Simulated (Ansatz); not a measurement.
# Br (Cmce) in Ansatz: notebook

The runs below take Br through band structure, with LDA, PBE.

Everything below comes from runs of Ansatz 0.2.0. Logs are shortened: lines on timing, memory, paths and dates and some standing lists are left out, and cuts for length are marked.

## (1) The crystal as given

The structure is orthorhombic, space group Cmce (No. 64). Conventional cell: a = 6.726 Å, b = 4.645 Å, c = 8.702 Å, α = 90.00°, β = 90.00°, γ = 90.00°. Br (site symmetry m) is surrounded by 1 Br at 2.29 Å.

## (2) Band structure, LDA

input.yaml reads:

```yaml
crystal:
  lattice:
    - [3.36325, -2.32255, 0.0]
    - [3.36325, 2.32255, 0.0]
    - [0.0, 0.0, 8.7023]
  atoms:
    - { symbol: Br, position: [0.3651, 0.6349, 0.3901] }
    - { symbol: Br, position: [0.1349, 0.8651, 0.8901] }
    - { symbol: Br, position: [0.6349, 0.3651, 0.6099] }
    - { symbol: Br, position: [0.8651, 0.1349, 0.1099] }
hamiltonian:
  xc: lda
  pseudopotentials: { kind: paw }
kpoints:
  mp_grid: { grid: [7, 7, 3] }
  band_path:
    path:
      - [[0.0, 0.0, 0.0], [0.3692207505, -0.3692207505, 0.0], [0.0, -0.5, 0.0], [0.0, -0.5, -0.5], [0.3692207505, -0.3692207505, -0.5], [0.0, 0.0, -0.5], [0.0, 0.0, 0.0], [-0.5, -0.5, 0.0], [-0.3692207505, -0.6307792495, 0.0], [-0.3692207505, -0.6307792495, -0.5], [-0.5, -0.5, -0.5], [-0.5, -0.5, 0.0]]
      - [[0.0, 0.0, -0.5], [-0.5, -0.5, -0.5]]
    npoints: 14
scf:
  occupations: { method: fermi_dirac, width: 0.05 }
  n_extra_bands: 10
output:
  forces: true
  stress: true
  eigenvalues: true
  fatbands: true
```

Potentials or basis: Ansatz PAW.

Launch:

```console
$ ansatz run input.yaml --threads 2 --pin off --max-ram 5632MiB --backend cpu --events-out ev --progress --plain --runs-dir out
```

The log of the run:

```text
Warning: RAYON_NUM_THREADS=2 ignored (pool sized by the plan → 2); use --threads N
scf.n_extra_bands = 10 over 14 filled bands (N_el = 28.0): the run solves 24 bands
Engine: ansatz 0.2.0, aarch64-unknown-linux-gnu
Pseudopotentials: kind: paw
Pseudopotential: Br, paw, valence charge 7, recommended cutoff 420 eV (normal), Br.paw.azcp
Functional definition: SPW92
  exchange = slater_x
  correlation = pw_c
Crystal: 4 atoms, lattice volume = 135.953 Å³
Basis set: ecut = 420 eV, 2641 PW (Γ)
Bands: 24, of which v1, the nominal top of the filled ones, is band 14 counted from 1 (13 counted from 0)
Symmetry: 8 space group operations
Space group: Cmce (ITA 64), of the structure as read, at distance tolerance 5.1e-5 Å
k-points: 32 of 147
Non-local potential: Br, projectors of the file, l = 0: 2, l = 1: 2, l = 2: 2
PAW form: soft (Blöchl's): semilocal exchange-correlation on the pseudo side does not see the compensation charge
PAW frozen core: Br, regenerated for the run's functional, and the local potential with it (the file was generated under x = pbe(κ = 0.804, μ = 0.2195149727645171), c = pbe(β = 0.06672455060314922))
PAW one-centre angular grid: Br, 110 points (default); XC on 64 Gauss nodes
Initial density: superposition of atomic densities (neutral atoms: chi_scale 0, normalization atom), corrected by the library's trained network
Initial wavefunctions: pseudopotential atomic-orbital guess
Functional: x = slater, c = lda
SCF iter   1: F=—  HF=-10774.932892 eV  |F-HF|=—  |Δ(HF+E_count)|=         —  Δρ=4.17e-3  dr2=1.21e-2  ethr=1.77e-3  ⟨swp⟩=6.7  Hψ=4400  notcnv=0  defer=8
preconditioner: auto → Resta (q_TF=auto, 2.097 Å⁻¹)  ε∞=2.7  [insulator: Δε(μ)=1.736 eV  Ē_g=13.078 eV  σ=0.050 eV  W_gap=1.00  n_scr=22 (ndim 8)  ℏωp=16.9 eV  f_vac=0.000  D(μ)=0.00/eV (n_scr^D=0)  ε∞_Penn≈2.7]
SCF iter   2: F=—  HF=-10774.932133 eV  |F-HF|=—  |Δ(HF+E_count)|=   7.59e-4  Δρ=2.25e-3  dr2=3.95e-3  ethr=4.34e-5  ⟨swp⟩=1.7  Hψ=1272  notcnv=0  defer=65
SCF iter   3: F=—  HF=-10774.931811 eV  |F-HF|=—  |Δ(HF+E_count)|=   3.22e-4  Δρ=2.01e-4  dr2=8.23e-5  ethr=1.41e-5  ⟨swp⟩=1.4  Hψ=790  notcnv=0  defer=65
SCF iter   4: F=—  HF=-10774.931814 eV  |F-HF|=—  |Δ(HF+E_count)|=   3.33e-6  Δρ=6.03e-5  dr2=6.96e-6  ethr=2.94e-7  ⟨swp⟩=2.2  Hψ=1090  notcnv=0  defer=65
SCF iter   5: F=—  HF=-10774.931814 eV  |F-HF|=—  |Δ(HF+E_count)|=   2.47e-8  Δρ=1.55e-5  dr2=3.99e-7  ethr=2.49e-8  ⟨swp⟩=2.0  Hψ=1017  notcnv=0  defer=65
SCF iter   6: F=-10774.931814 eV  HF=-10774.931814 eV  |F-HF|=6.82e-10  |Δ(HF+E_count)|=   7.12e-8  Δρ=3.61e-6  dr2=1.67e-8  ethr=3.57e-10  ⟨swp⟩=10.6  Hψ=4253  notcnv=0
SCF 1 converged in 6 iterations: F = -10774.931814 eV  dr2 = 1.67e-8
NSCF: frozen V_eff on 170 k-points
SCF converged after 6 iterations
Free energy (F): -10774.931814 eV
Harris-Foulkes:  -10774.931814 eV  (|F-HF|=6.82e-10)
Internal energy: -10774.931814 eV  (E = F + TS)
E sigma→0 (E₀):  -10774.931814 eV
Entropy (-TS):   -0.000000 eV (-0.000 meV/atom)
Fermi energy:    2.181659 eV
--- Per-component energies (eV) ---
  E_band       = -120.746343
  E_kinetic    = 528.743034
  E_local      = -953.513608  (includes V_loc(G=0)·N_el)
  E_nonlocal   = 286.944370
  E_hartree    = 239.521400
  E_xc         = -1038.723441
  E_vxc        = -411.975617  (∫ρ·V_xc dr)
  E_paw        = -8644.176233  (= ΣΔE_a)
  E_vpaw       = -49.986740  (= ΣTr[D̂ρ^β])
  E_aug_tail   = -0.000000  (compensation charges beyond the density's cutoff)
  E_ewald      = -1194.553381
  E_core_change = 0.826045  (= ΣΔE_core)
  E_smearing   = -0.000000  (= −TS)
  E_closure    = 0.000000  (closes the sum)
  Σ components = -10774.931814   (vs F -10774.931814, Δ=0.00e0)
--- Forces (eV/Å), atoms counted from 1 ---
  atom   1  Br     0.00000000     0.28935144    -0.63160762
  atom   2  Br    -0.00000000    -0.28935144    -0.63160762
  atom   3  Br     0.00000000    -0.28935144     0.63160762
  atom   4  Br     0.00000000     0.28935144     0.63160762
  max |Σ_I F_I| component: 1.11e-16 eV/Å
--- Stress (GPa, compression-positive) ---
       -1.064337       0.000000       0.000000
        0.000000      -1.922866       0.000000
        0.000000       0.000000      -0.714602
  P = ⅓ Tr σ = -1.2339 GPa (-12.339 kbar)
--- Band table (eV; the first three rows and the last of 32) ---
  k-point 0: bands = ["-14.7143", "-14.3980", "-11.8916", "-11.2211", "-3.6934", "-2.6772", "-0.9063", "-0.8797", "-0.3869", "-0.3484", "0.3121", "0.9128", "1.2110", "1.2605", "3.0306", "3.8157", "6.8381", "7.6119", "8.3973", "9.9822", "10.0533", "10.3557", "11.4183", "11.6506"]
  k-point 1: bands = ["-14.6451", "-14.4886", "-11.7178", "-11.3845", "-3.4868", "-3.0027", "-0.7376", "-0.6734", "-0.3773", "-0.3580", "0.3057", "0.6552", "1.2231", "1.2478", "3.0961", "3.4725", "7.2996", "7.7308", "8.8639", "9.6439", "10.0161", "10.1367", "11.8511", "11.9326"]
  k-point 2: bands = ["-14.6723", "-14.3842", "-11.8593", "-11.2581", "-3.6953", "-2.7696", "-1.1498", "-1.0796", "-0.5269", "-0.4984", "0.5354", "1.0005", "1.1386", "1.1900", "3.0283", "3.7644", "7.3185", "7.9076", "8.7951", "9.7703", "9.9811", "10.3778", "11.0182", "11.9286"]
  k-point 31: bands = ["-14.4184", "-14.3113", "-11.5876", "-11.3785", "-3.3979", "-3.1538", "-2.1867", "-1.8499", "-1.3669", "-1.0921", "0.3076", "0.3484", "0.7245", "0.9806", "3.1713", "3.3770", "8.9029", "8.9756", "9.7411", "9.8180", "10.4260", "10.9820", "11.9711", "12.4466"]
```

fatbands.tsv:

```text
# ik	k_distance	band	e_minus_ef	br0_l0_4S	br0_l1_4P	br1_l0_4S	br1_l1_4P	br2_l0_4S	br2_l1_4P	br3_l0_4S	br3_l1_4P
# fermi_ev = 2.181659
# lock_threshold_ev = 1e-12
# [0, 0, 0] at k_distance = 0.000000
# [0.3692207505, -0.3692207505, 0] at k_distance = 0.998851
[... 16 lines left out ...]
0	0.000000	2	-14.073306	0.226663	0.023296	0.226663	0.023296	0.226663	0.023296	0.226663	0.023296
0	0.000000	3	-13.402802	0.242267	0.007639	0.242267	0.007639	0.242267	0.007639	0.242267	0.007639
0	0.000000	4	-5.875057	0.011872	0.234765	0.011872	0.234765	0.011872	0.234765	0.011872	0.234765
0	0.000000	5	-4.858844	0.026357	0.219310	0.026357	0.219310	0.026357	0.219310	0.026357	0.219310
[... 2061 lines left out ...]
86	3.988337	3	-13.403214	0.242243	0.007664	0.242243	0.007664	0.242243	0.007664	0.242243	0.007664
86	3.988337	4	-5.866785	0.011783	0.234955	0.011783	0.234955	0.011783	0.234955	0.011783	0.234955
86	3.988337	5	-4.871781	0.026173	0.219625	0.026173	0.219625	0.0
```

Wall time 10 s (2 threads of Arm Neoverse V2, shared host); peak memory 0.48 GiB.

Results:

```
Free energy             : -10774.9318 eV
Pressure                : -1.2 GPa
Largest force           : 0.695 eV/Å
Band gap on the k mesh  : 1.75 eV, indirect (least direct gap 1.77 eV)
Band gap along the path : 1.71 eV, indirect (least direct gap 1.75 eV)
```

Forces on the atoms (eV/Å):
```
Br   0.000  0.289 -0.632
Br   0.000 -0.289 -0.632
Br   0.000 -0.289  0.632
Br   0.000  0.289  0.632
```

Levels at the corners of the path, in eV from the valence-band top:
```csv
point,band 12,band 13,band 14,band 15,band 16,band 17
Γ,-0.38,-0.08,-0.03,1.74,2.52,5.54
X,-0.90,-0.35,-0.02,1.97,2.24,7.59
S,-0.86,-0.26,-0.26,2.43,2.43,6.82
R,-0.55,0.00,0.00,2.14,2.14,7.14
A,-0.55,-0.51,-0.51,2.10,2.10,8.11
Z,-0.86,-0.06,-0.06,1.95,1.95,6.31
Γ,-0.38,-0.08,-0.03,1.74,2.52,5.54
Y,-1.20,-0.42,-0.02,1.80,2.19,7.04
X1,-0.90,-0.35,-0.02,1.97,2.24,7.59
A1,-0.55,-0.51,-0.51,2.10,2.10,8.11
T,-0.95,-0.65,-0.65,1.87,1.87,7.72
Y,-1.20,-0.42,-0.02,1.80,2.19,7.04
Z,-0.86,-0.06,-0.06,1.95,1.95,6.31
T,-0.95,-0.65,-0.65,1.87,1.87,7.72
```

Caveat: the PAW data sets come from PBE, with cores solved anew for the run's functional, which leaves a small shift of forces and pressure.

## (3) Band structure, PBE

Changes to input.yaml since step 2:

```diff
@@ -11,3 +11,3 @@
 hamiltonian:
-  xc: lda
+  xc: pbe
   pseudopotentials: { kind: paw }
@@ -27,2 +27,2 @@
   eigenvalues: true
-  fatbands: true
+  fatbands: false
```

Potentials or basis: Ansatz PAW.

Launch:

```console
$ ansatz run input.yaml --threads 2 --pin off --max-ram 5632MiB --backend cpu --events-out ev --progress --plain --runs-dir out
```

It took 7.1 s on 2 threads of Arm Neoverse V2, shared host; peak memory 0.49 GiB.

Results (log left out):

```yaml
Free_energy: -11132.5298 eV
Pressure: 1.8 GPa
Largest_force: 0.870 eV/Å
Band_gap_on_the_k_mesh: 1.90 eV, indirect (least direct gap 1.92 eV)
Band_gap_along_the_path: 1.86 eV, indirect (least direct gap 1.90 eV)
```

Forces in eV/Å, atoms in the order of the input:
```
Br   0.000  0.417 -0.764
Br   0.000 -0.417 -0.764
Br   0.000 -0.417  0.764
Br   0.000  0.417  0.764
```

Stress tensor (GPa, compression positive):
```
1.22 0.00 0.00
0.00 1.27 0.00
0.00 0.00 3.00
```

Levels at the corners of the path, in eV from the valence-band top:
```
point  band 11  band 12  band 13  band 14  band 15  band 16  band 17  band 18
    Γ    -0.94    -0.36    -0.09    -0.05     1.87     2.62     5.98     6.67
    X    -1.15    -0.87    -0.33    -0.03     2.09     2.35     7.88     8.41
    S    -0.81    -0.81    -0.25    -0.25     2.53     2.53     7.14     7.14
    R    -0.53    -0.53     0.00     0.00     2.25     2.25     7.46     7.46
    A    -0.54    -0.54    -0.49    -0.49     2.21     2.21     8.42     8.42
    Z    -0.83    -0.83    -0.07    -0.07     2.10     2.10     6.68     6.68
    Γ    -0.94    -0.36    -0.09    -0.05     1.87     2.62     5.98     6.67
    Y    -1.34    -1.15    -0.40    -0.03     1.93     2.30     7.32     7.58
   X1    -1.15    -0.87    -0.33    -0.03     2.09     2.35     7.88     8.41
   A1    -0.54    -0.54    -0.49    -0.49     2.21     2.21     8.42     8.42
    T    -0.92    -0.92    -0.63    -0.63     2.00     2.00     8.02     8.02
    Y    -1.34    -1.15    -0.40    -0.03     1.93     2.30     7.32     7.58
    Z    -0.83    -0.83    -0.07    -0.07     2.10     2.10     6.68     6.68
    T    -0.92    -0.92    -0.63    -0.63     2.00     2.00     8.02     8.02
```

As with any semilocal functional, this PBE gap is likely too small.
